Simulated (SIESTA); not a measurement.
Zn: equation of state with PBEsol

Zn:

```
CELL_PARAMETERS angstrom
2.67000 0.00000 0.00000
-1.33500 2.31229 0.00000
0.00000 0.00000 4.96600
ATOMIC_POSITIONS crystal
Zn 0.66667 0.33333 0.75000
Zn 0.33333 0.66667 0.25000
```

```json
{"Program": "SIESTA 5.4.2", "Task": "equation of state", "Functional": "PBEsol", "Potentials or basis": "PseudoDojo 0.4 standard (PBEsol files)", "Basis": "DZP (energy shift 0.003 Ry; two zetas on semicore shells)", "Grid cutoff": "800 Ry", "Energy shift": "0.003 Ry", "k mesh": "11 × 11 × 6", "Occupations": "fermi-dirac, width 0.05 eV", "Spin": "no spin polarisation"}
```

```json
{
  "Equilibrium volume": "14.05 Å³/atom (rough: see the caveat)",
  "Bulk modulus at fixed shape and positions": "134 GPa (rough)"
}
```

Energy against volume, from the lowest point:
| volume (Å³/atom) | energy (meV/atom) |
| --- | --- |
| 14.410 | 0.00 |
| 14.716 | 8.10 |
| 15.023 | 19.52 |
| 15.330 | 35.17 |
| 15.636 | 52.94 |
| 15.943 | 71.90 |
| 16.249 | 94.17 |

All runs of the series together: 110 s on 1 thread of Arm Neoverse V2 (shared host).

Caveat: the minimum lies outside the volumes run; short orbitals over semicore shells can move pressures by several GPa; the cell was scaled at fixed shape and fractional positions, which overstates the stiffness of a crystal with free parameters, most of all of layers and chains; the basis of atomic orbitals isn't converged, which shifts pressures, moduli and gaps.
